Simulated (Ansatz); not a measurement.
**BP: energy along a strain**

BP, F-43m, a = 4.538 Å (as given, not relaxed at this level: 1.1 GPa). Ansatz: PBE, PAW, 420 eV, Γ-centred 10×10×10 mesh on 2 atoms, Gaussian smearing 0.05 eV; no spin polarisation. Cell vectors (Å): 0.000 2.269 2.269; 2.269 0.000 2.269; 2.269 2.269 0.000. The cell is strained by x per cent times the pattern (1 1 0 0 0 0) in the order xx yy zz yz xz xy (engineering shears), with fractional coordinates held. y is the free energy over the start, V0 = 11.682 Å³/atom.

| x (%) | y (meV/atom) |
| --- | --- |
| -2.00 | ? |
| -1.50 | 9.59 |
| -1.00 | 4.78 |
| -0.50 | 1.60 |
| 0.00 | 0.00 |
| 0.50 | -0.06 |
| 1.00 | 1.36 |
| 1.50 | 4.22 |
| 1.75 | 6.18 |
| 2.00 | 8.48 |

**Question.** Fit y = c1 x + c2 x² + c3 x³ to the other rows, get the stiffness along the pattern, and predict the missing energy.

**Answer.** Least squares on the rows shown. y = −1.6471 x + 3.0695 x² − 0.063097 x³. The clamped-ion stiffness p·C·p = 2 × 30.70 eV × 160.2 / 11.682 Å³ = 842 GPa (second derivative at the start, which stands under stress). At x = -2.00 the fit asked for gives 16.08 meV/atom. The run gave 16.09 meV/atom, so the fit is 0.01 meV/atom too low, a small miss on the scale of the series.